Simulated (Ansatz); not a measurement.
## TiAl3 in Ansatz: the effect of strain

TiAl3:

```
CELL_PARAMETERS angstrom
3.95567 0.00000 0.00000
0.00000 3.95567 0.00000
0.00000 0.00000 3.79744
ATOMIC_POSITIONS crystal
Ti 0.00000 0.00000 0.00000
Al 0.00000 0.50000 0.50000
Al 0.50000 0.00000 0.50000
Al 0.50000 0.50000 0.00000
```

The cell comes from a database or a generator and needn't be the stable form of this composition.

Alike in all runs:

```yaml
Program: Ansatz 0.2.0
Task: single point
Functional: PBEsol
Potentials_or_basis: Ansatz PAW
Cutoff: "420 eV (not typed: the program's choice for these potentials)"
k_mesh: 6 × 6 × 6
Occupations: fermi-dirac, width 0.05 eV
Spin: no spin polarisation
Kind_of_strain: uniaxial
```

```csv
strain,pressure (GPa)
-0.04,4.4
-0.02,1.8
-0.01,0.6
0,?
0.01,-1.6
0.02,-2.6
0.04,-4.4
```

**Question.** What does the run with strain 0 give?

**Answer.** Pressure -0.6 GPa.

Worked out: A parabola through the other rows of the pressure, of slope -110 GPa per unit of strain there, gives -0.5 GPa, against the run's -0.6.

Caveats: the PAW data sets come from PBE, with cores solved anew for the run's functional, which leaves a small shift of forces and pressure.
